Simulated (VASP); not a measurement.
Runs of VASP 6.6.1 on Ti3Al. It takes space group Fm-3m (No. 225, cubic). The conventional cell has a = 6.368 Å, b = 6.368 Å, c = 6.368 Å, α = 90.00°, β = 90.00°, γ = 90.00°. Ti (site symmetry -43m) has 4 Ti at 2.76 Å and 4 Al at 2.76 Å as nearest neighbours. Ti (site symmetry m-3m) has 8 Ti at 2.76 Å as nearest neighbours. Al (site symmetry m-3m) is surrounded by 8 Ti at 2.76 Å. The cell comes from a database or a generator and needn't be the stable form of this composition.

| level | k mesh | cutoff (eV) | smearing | gap on the mesh (eV) | pressure (GPa) |
| --- | --- | --- | --- | --- | --- |
| PBEsol | 18 × 18 × 18 | 520 | gaussian 0.1 eV | none | 0.0 |
| PBEsol | 12 × 12 × 12 | 700 | gaussian 0.1 eV | none | 0.0 |
| r2SCAN | 12 × 12 × 12 | 520 | gaussian 0.1 eV | none | 3.7 |
| PBEsol | 12 × 12 × 12 | 520 | gaussian 0.5 eV | none | (a) |
| PBEsol | 12 × 12 × 12 | 900 | gaussian 0.1 eV | none | 0.0 |

Alike in all rows: task single point; potentials or basis VASP PAW PBE potentials, release 64 (Ti_sv, Al); no spin polarisation; cell as given.

Question: Estimate the missing entries.

Answer: (a) 1.0.

Caveats: the PAW data sets were made with another functional, which shifts forces and pressure a little.

A gap of «none» marks a metal or a gap under the smearing width.
